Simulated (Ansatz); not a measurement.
# Cd: the change of energy above lowest point and pressure with volume per atom

Results calculated with Ansatz 0.2.0 development build, not measured. Equation of state of a cubic crystal from periodic Kohn-Sham density functional theory without spin; pressure corrected for the finite basis.

Cell of the first row (space group Fm-3m, No. 225):
```
Cd
1.0
      0.0000     2.2063     2.2063
      2.2063     0.0000     2.2063
      2.2063     2.2063     0.0000
Cd
1
Direct
  0.00000 0.00000 0.00000
```

Settings of every row: formula Cd; structure type fcc; functional PBE; spin treatment none; k mesh 14x14x14; occupation method fermi-dirac; occupation width 0.061225619 eV; wave cutoff 700 eV; datasets hard PAW; density cutoff ratio 4.

Limits: a cubic model structure, not a phase known at ambient conditions; modest k-mesh, values are not fully converged in k; the SCF threshold is loose for a stress in some rows.

| row | volume per atom (Å³) | energy above lowest point (meV/atom) | pressure (GPa) |
| --- | --- | --- | --- |
| 1 | 21.48 | 11.5 | 3.046 |
| 2 | 21.937 | 4.58 | 1.836 |
| 3 | 22.394 | 0.88 | 0.78 |
| 4 | 22.851 | 0 | -0.14 |
| 5 | 23.308 | ? | ? |
| 6 | 23.765 | 5.25 | -1.628 |
| 7 | 24.222 | 10.76 | -2.224 |

Question: what energy above lowest point and pressure should row 5 give?

Worked fit of energy above lowest point. Take u = (V_r/V)^(2/3) − 1 with V_r = 22.622 Å³ an atom, which is twice the finite (Eulerian) strain; such expansions in the strain, on which the Birch-Murnaghan equation of state is built, carry the rest volume and the bulk modulus. The shown rows have u = 0.03514, 0.02071, 0.00678, -0.00669, -0.03233, -0.04454. Least squares give energy above lowest point = 0.116 + 64.43 × u + 7133.8 × u² + 7206 × u³ meV/atom; a parabola predicts inner rows, each left out in turn, worse (root mean square 0.14 against 0.009 meV/atom). The rows lie off it by 0.00, 0.01, 0.00, 0.00, 0.00, 0.00. Its lowest point lies at u = -0.0045, or V = 22.78 Å³ an atom, and the curvature there gives the bulk modulus at fixed shape and fractions, B = (4/9)(1 + u)² E″(u)/V = 43.6 GPa. The withheld row has u = -0.01972, so the fit gives 0.116 + 64.43 × (-0.01972) + 7133.8 × (-0.01972)² + 7206 × (-0.01972)³ = 1.56 meV/atom.

The calculation gave 1.56 meV/atom. The fit meets it to the printed digit.

Worked fit of pressure. Take u = (V_r/V)^(2/3) − 1 with V_r = 22.622 Å³ an atom, which is twice the finite (Eulerian) strain; such expansions in the strain, on which the Birch-Murnaghan equation of state is built, carry the rest volume and the bulk modulus. The shown rows have u = 0.03514, 0.02071, 0.00678, -0.00669, -0.03233, -0.04454. Least squares give pressure = 0.305 + 68.22 × u + 269.03 × u² + 271 × u³ GPa; a parabola predicts inner rows, each left out in turn, worse (root mean square 0.0051 against 0.001 GPa). The rows lie off it by 0.000, 0.000, 0.000, -0.001, 0.001, 0.000. The pressure vanishes at u = -0.0046, or V = 22.78 Å³ an atom, and there the bulk modulus at fixed shape and fractions is B = −V dP/dV = (2/3)(1 + u) dP/du = 43.7 GPa. The withheld row has u = -0.01972, so the fit gives 0.305 + 68.22 × (-0.01972) + 269.03 × (-0.01972)² + 271 × (-0.01972)³ = -0.938 GPa.

The calculation gave -0.937 GPa. The fit lies 0.001 GPa (0.019 % of the column's range) below it, one unit of the last digit.
